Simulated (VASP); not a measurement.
# Si (Fd-3m) in VASP: further runs, part 2 of 2

VASP 6.6.1.

## (5) Relaxation of cell and atoms, LDA

File INCAR:

```
SYSTEM = Si
PREC     = Accurate       ! precision mode
ENCUT    = 600            ! plane-wave cutoff, eV
EDIFF    = 1E-6           ! SCF threshold, eV
ISMEAR   = 0              ! smearing method
SIGMA    = 0.02           ! smearing width, eV
LREAL    = .FALSE.        ! projectors in reciprocal space
LASPH    = .TRUE.         ! aspherical terms in the spheres
NELM     = 100            ! most SCF steps
ALGO     = Fast           ! electronic algorithm
ISIF     = 3              ! what is computed and relaxed
LWAVE    = .FALSE.        ! write WAVECAR
LCHARG   = .FALSE.        ! write CHGCAR
IBRION   = 2              ! ionic algorithm
NSW      = 100            ! ionic steps
EDIFFG   = -0.002         ! ionic threshold
```

File KPOINTS:

```
Automatic mesh
0
G
  12 12 12
  0 0 0
```

File POSCAR:

```
Si
1.0
    0.0000000000      2.7009735187      2.7009735187
    2.7009735187      0.0000000000      2.7009735187
    2.7009735187      2.7009735187      0.0000000000
Si
2
Direct
    0.0000000000      0.0000000000      0.0000000000
    0.2500000000      0.2500000000      0.2500000000
```

Potentials or basis: VASP PAW LDA potentials, release 64 (Si).

Command:

```
$ cat potpaw_LDA.64/Si/POTCAR > POTCAR
$ mpirun -np 1 vasp_std > vasp.out
```

OUTCAR:

```text
SYSTEM = Si
   PREC = Accurate
   ENCUT = 600
   EDIFF = 1E-6
   ISMEAR = 0
   LREAL = .FALSE.
   LASPH = .TRUE.
   NELM = 100
   ISIF = 3
   IBRION = 2
   NSW = 100
   EDIFFG = -0.002

 ion  position               nearest neighbor table
   1  0.000  0.000  0.000-   2 2.34   2 2.34   2 2.34   2 2.34
   2  0.250  0.250  0.250-   1 2.34   1 2.34   1 2.34   1 2.34

  LATTYP: Found a face centered cubic cell.
 ALAT       =     5.4019470374

  Lattice vectors:

 A1 = (   0.0000000000,   2.7009735187,   2.7009735187)
 A2 = (   2.7009735187,   0.0000000000,   2.7009735187)
 A3 = (   2.7009735187,   2.7009735187,   0.0000000000)

Analysis of symmetry for initial positions (statically):
=====================================================================
 Subroutine PRICEL returns:
 Original cell was already a primitive cell.

 Routine SETGRP: Setting up the symmetry group for a
 face centered cubic supercell.

 Subroutine GETGRP returns: Found 48 space group operations
 (whereof 24 operations were pure point group operations)
 out of a pool of 48 trial point group operations.

The static configuration has the point symmetry T_d .
 The point group associated with its full space group is O_h .

Analysis of symmetry for dynamics (positions and initial velocities):
=====================================================================
 Subroutine PRICEL returns:
[... 231 lines left out ...]
--------------------------------------- Ionic step        3  -------------------------------------------

 number of electron       7.9999999 magnetization

 Free energy of the ion-electron system (eV)
  ---------------------------------------------------
  ext. energy  EPLUGINS =         0.00000000
  ---------------------------------------------------
  free energy    TOTEN  =       -11.91994858 eV

  energy without entropy =      -11.91994858  energy(sigma->0) =      -11.91994858

 E-fermi :   6.0132     XC(G=0):  -9.6634

 val. band max:        5.9277353549   @ k =   0.0000   0.0000   0.0000
 cond. band min:       6.3704617837   @ k =   0.4167   0.4167   0.0000
 fundamental gap:      0.4427264288
 Fermi energy:         6.0131697128

 k-point     1 :       0.0000    0.0000    0.0000
  band No.  band energies     occupation
      1      -6.1349      2.00000
      2       5.9277      2.00000
      3       5.9277      2.00000
      4       5.9277      2.00000
      5       8.4583      0.00000
      6       8.4583      0.00000
      7       8.4583      0.00000
      8       9.3136      0.00000
[... 243 lines left out ...]
 k-point    24 :      -0.4167    0.1667    0.0000
  band No.  band energies     occupation
      1      -3.4819      2.00000
      2      -0.9147      2.00000
      3       2.8836      2.00000
      4       4.3158      2.00000
      5       8.0357      0.00000
      6       9.9451      0.00000
      7      10.2844      0.00000
      8      13.8589      0.00000

 [... further k-points ...]

------------------------ aborting loop because EDIFF is reached ----------------------------------------

  FORCE on cell =-STRESS in cart. coord.  units (eV):
  Direction    XX          YY          ZZ          XY          YZ          ZX
  --------------------------------------------------------------------------------------
  -------------------------------------------------------------------------------------
  Total       -0.0039663     -0.0039663     -0.0039663     -0.0000000     -0.0000000     -0.0000000
  in kB       -0.1611598     -0.1611598     -0.1611598     -0.0000000     -0.0000000     -0.0000000
  external PRESSURE =      -0.1611598 kB  Pullay stress =       0.0000000 kB
[... 17 lines left out ...]
  FREE ENERGIE OF THE ION-ELECTRON SYSTEM (eV)
  ---------------------------------------------------
  free  energy   TOTEN  =       -11.9199485775 eV

  energy  without entropy=      -11.9199485775  energy(sigma->0) =      -11.91994858

 reached required accuracy - stopping structural energy minimisation
```

CONTCAR:

```text
Si
   1.00000000000000
     0.0000000000000000    2.7014844904181450    2.7014844904181450
     2.7014844904181450    0.0000000000000000    2.7014844904181450
     2.7014844904181450    2.7014844904181450   -0.0000000000000000
  Si
     2
Direct
     0.0000000000000000    0.0000000000000000    0.0000000000000000
     0.2500000000000000    0.2500000000000000    0.2500000000000000

  0.00000000E+00  0.00000000E+00  0.00000000E+00
  0.00000000E+00  0.00000000E+00  0.00000000E+00
```

It took 25 s on 1 thread of Intel Xeon Platinum 8259CL at 2.50GHz (Skylake/Cascade Lake), shared host; peak memory 0.16 GiB.

Results:

* Free energy: -11.9199 eV
* Relaxed volume: 19.72 Å³/atom
* Relaxed cell: a = 3.820 Å, b = 3.820 Å, c = 3.820 Å, α = 60.00°, β = 60.00°, γ = 60.00°
* Space group after relaxing (to 0.05 Å): Fd-3m (No. 227)
* Energy gained by relaxing: 0.0 meV/atom
* Ionic steps: 3
* Pressure after relaxing: 0.0 GPa
* Band gap on the k mesh: 0.44 eV, indirect (least direct gap 2.53 eV)

Final structure:
```xyz
2
Lattice="0.0000 2.7015 2.7015 2.7015 0.0000 2.7015 2.7015 2.7015 0.0000" Properties=species:S:1:pos:R:3 pbc="T T T"
Si    0.0000    0.0000    0.0000
Si    1.3507    1.3507    1.3507
```

A k mesh can miss the band edges. A hybrid or GW would open this gap; LDA tends to underestimate it.

## (6) Summary

```tsv
task	cell	k mesh	cutoff (eV)	gap on the mesh (eV)	pressure (GPa)	relaxed volume (Å³/atom)
single point	Fd-3m, 19.7 Å³/atom	10 × 10 × 10	520	0.45	0.0	-
relaxation of cell and atoms	relaxed	10 × 10 × 10	600	0.45	0.0	19.72
single point	Fd-3m, 19.7 Å³/atom	12 × 12 × 12	520	0.44	0.0	-
relaxation of cell and atoms	relaxed	12 × 12 × 12	600	0.44	0.0	19.72
```

Alike in all rows: level LDA; potentials or basis VASP PAW LDA potentials, release 64 (Si); no spin polarisation; smearing gaussian 0.02 eV.

Total energies depend on the potentials used, so only differences within one code and one set of settings carry meaning.
